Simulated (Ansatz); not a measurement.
**Property card for Se**

Theory: Ansatz, DFT PBE, scalar-relativistic, plane waves, PAW.

Cutoff 420 eV; k points 6×6×6 on the computed 3-atom cell (Γ-centred); Gaussian smearing, width 0.02 eV; no spin polarisation.

The structure is relaxed at this level of theory with its symmetry kept.

```
Se
1.0
     4.52572    0.00000    0.00000
    -2.26286    3.91938    0.00000
     0.00000    0.00000    5.04365
Se
3
Cartesian
  0.9893 0.0000 1.6812
  -0.4947 0.8568 3.3624
  1.7682 3.0626 0.0000
```

```json
{
  "Space group": "P3_121 (No. 152)",
  "Volume per atom": "29.82 Å³",
  "Formation energy from the elements' standard states (uncorrected)": "0.000 eV/atom",
  "Kohn–Sham band gap": "1.03 eV, indirect from L to H",
  "Löwdin character of the top 1 eV of the valence band": "Se 4p 97 %",
  "Löwdin character of the lowest 1 eV of the conduction band": "Se 4p 89 %, unprojected 5 %",
  "Electron masses at the edge by Cartesian direction of the standard setting (m_e; degenerate bands sorted by energy; no spin-orbit coupling)": "x: 0.37; y: 0.37; z: 0.16",
  "Hole masses at the edge by Cartesian direction of the standard setting (m_e; degenerate bands sorted by energy; no spin-orbit coupling)": "x: 11; y: 0.42; z: 0.26",
  "Bader charges (e)": "Se (3 in the cell) 0.00"
}
```

Each cell of Se holds chains, and where no dispersion correction was added their binding is poorly described.